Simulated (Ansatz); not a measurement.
Co, omega (AlB2-type): geometry optimisation

Computed with Ansatz, DFT, PBE, plane waves (420 eV) with PAW, scalar-relativistic.

k-point mesh 9×9×13, Fermi-Dirac smearing 0.05 eV, starting moments 1.70 ×3 μB. Cell and atoms relax.

Starting structure:

```yaml
crystal:
  lattice:
    - [3.97014, 0.00000, 0.00000]
    - [-1.98507, 3.43825, 0.00000]
    - [0.00000, 0.00000, 2.43370]
  atoms:
    - { symbol: Co, position: [0.00000, 0.00000, 0.00000] }
    - { symbol: Co, position: [0.33333, 0.66667, 0.50000] }
    - { symbol: Co, position: [0.66667, 0.33333, 0.50000] }
```

Q: The pressure at the start is -0.3 GPa. By how much does the volume change?

A: From 11.07 to 11.06 Å³ per atom, -0.1 %. The final cell has a = 3.963 Å, c = 2.439 Å (c/a = 0.615).

Q: How much energy does the relaxation gain?

A: 0.1 meV per atom.

Path of the relaxation (the plane waves are chosen anew near the end, which can shift the energy a little):

```csv
step,E − E(final) (meV/atom),V (Å³/atom),P (GPa),max force (eV/Å)
0,0.14,11.074,-0.30,0.000
1,0.03,11.066,-0.15,0.000
2,-0.02,11.059,-0.01,0.000
3,0.00,11.059,-0.01,0.000
```

Q: Which magnetic state does it end in?

A: ferromagnetic, net 1.66 μB per atom; moments 1.75 ×2, 1.69 μB.
